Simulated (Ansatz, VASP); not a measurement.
## One calculation of Sb, two programs

```
Sb
1.0
     3.12179    0.00000    0.00000
     0.00000    3.12179    0.00000
     0.00000    0.00000    3.12179
Sb
1
Direct
  0.00000 0.00000 0.00000
```

Alike in both runs: task single point; functional PBEsol; k mesh 14 × 14 × 14; occupations gaussian, width 0.1 eV; no spin polarisation.

|  | VASP | Ansatz |
| --- | --- | --- |
| version | VASP 6.6.1 | Ansatz 0.2.0 |
| potentials or method | VASP PAW PBE potentials, release 64 (Sb) | scalar-relativistic, plane waves, PAW |
| plane-wave cutoff (eV) | 520 | 420 |
| valence electrons in the cell | 5 | 15 |

```tsv
	VASP	Ansatz	Ansatz less VASP
gap on the k mesh at the Fermi level (eV)	none	none	-
pressure (GPa)	-3.1	-3.1	-0.06
```

A gap of «none» marks a metal or a gap that the smearing closes. The two sets of potentials don't hold the same shells in valence.

Caveats: the PAW data sets were made with another functional, which shifts forces and pressure a little (VASP). The runs have no spin-orbit coupling, so splittings on Sb are missing.
